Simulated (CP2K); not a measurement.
Runs of CP2K 2026.2 on Mo. It takes space group Im-3m (No. 229, cubic). The conventional cell has a = 3.168 Å, b = 3.168 Å, c = 3.168 Å, α = 90.00°, β = 90.00°, γ = 90.00°. Mo (site symmetry m-3m) is surrounded by 8 Mo at 2.74 Å. 

```csv
task,level,potentials or basis,EPS_DEFAULT,NGRIDS,basis sets,potentials,points a segment of the path (NPOINTS),gap on the mesh (eV),pressure (GPa)
band structure,LDA,GTH_POTENTIALS Mo GTH-PADE-q14; TZVP-MOLOPT-PBE-GTH basis,1.0E-10,4,Mo TZVP-MOLOPT-PBE-GTH-q14,Mo GTH-PADE-q14 of GTH_POTENTIALS,6,none,-12.6
band structure,PBE,POTENTIAL_UZH Mo GTH-PBE-q14; TZVP-MOLOPT-PBE-GTH basis,1.0E-9,4,Mo TZVP-MOLOPT-PBE-GTH-q14,Mo GTH-PBE-q14 of POTENTIAL_UZH,8,none,0.1
band structure,r2SCAN,POTENTIAL_UZH Mo GTH-SCAN-q14; TZVP-MOLOPT-SCAN-GTH basis,1.0E-9,4,Mo TZVP-MOLOPT-SCAN-GTH-q14,Mo GTH-SCAN-q14 of POTENTIAL_UZH,10,none,(a)
band structure,LDA,GTH_POTENTIALS Mo GTH-PADE-q14; TZVP-MOLOPT-PBE-GTH basis,1.0E-9,5,Mo TZVP-MOLOPT-PBE-GTH-q14,Mo GTH-PADE-q14 of GTH_POTENTIALS,10,none,-12.6
```

Alike in all rows: no spin polarisation; cell as given; k mesh 12 × 12 × 12; smearing fermi-dirac 0.0259 eV.

Task: Fill in the values left out.

Result: (a) -2.2.

Caveats: the basis of atomic orbitals isn't converged, which shifts pressures, moduli and gaps.

A k mesh can miss the band edges, and the runs leave out spin-orbit coupling on Mo.

A gap of «none» marks a metal or a gap under the smearing width.

Not every run made on this cell is shown here.
